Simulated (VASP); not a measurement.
Write the native input for VASP 6.6.1 that does the following.

| Property | Result |
| --- | --- |
| Task | single point |
| Functional | LDA |
| Potentials or basis | VASP PAW LDA potentials, release 64 (Cd, S) |
| Cutoff | 750 eV |
| k mesh | 9 × 9 × 6 |
| Occupations | gaussian, width 0.02 eV |
| Spin | spin-orbit coupling, no magnetisation |
| Further INCAR settings | ALGO = Normal; EDIFF = 1e-08; NBANDS = 34 |

The structure of CdS lies in POSCAR:

```
CdS
1.0
    4.2611695877      0.0000000000      0.0000000000
   -2.1305847939      3.6902811128      0.0000000000
    0.0000000000      0.0000000000      5.8041729400
Cd S
1 1
Direct
    0.0000000000      0.0000000000      0.4426919200
    0.6666666667      0.3333333333      0.4343080800
```

Measurements of this composition are mostly on another form, of space group No. 186.

These files were run (other wordings do the same):

INCAR

```
SYSTEM = CdS
ALGO = Normal ; EDIFF = 1E-8
ENCUT = 750 ; GGA = CA
GGA_COMPAT = .FALSE. ; ISIF = 2
ISMEAR = 0 ; LASPH = .TRUE.
LCHARG = .FALSE. ; LNONCOLLINEAR = .TRUE.
LORBIT = 11 ; LREAL = .FALSE.
LSORBIT = .TRUE. ; LWAVE = .FALSE.
MAGMOM = 0 0 0 0 0 0 ; NBANDS = 34
NELM = 100 ; PREC = Accurate
SIGMA = 0.02
```

KPOINTS

```
k-points
0
G
  9 9 6
  0 0 0
```

Potentials or basis: VASP PAW LDA potentials, release 64 (Cd, S).

Command:

```console
$ cat potpaw_LDA.64/Cd/POTCAR potpaw_LDA.64/S/POTCAR > POTCAR
$ mpirun -np 1 vasp_ncl > vasp.out
```

It gave:

| Property | Result |
| --- | --- |
| Pressure | -2.3 GPa |
| Largest force | 0.024 eV/Å |
| Valence electrons inside the program's atomic spheres | Cd 10.31; S 3.68 |

Wall time 22 min on 1 thread of Intel(R) Xeon(R) Platinum 8259CL CPU @ 2.50GHz (Skylake/Cascade Lake), on a shared host, peak memory 1 GiB.
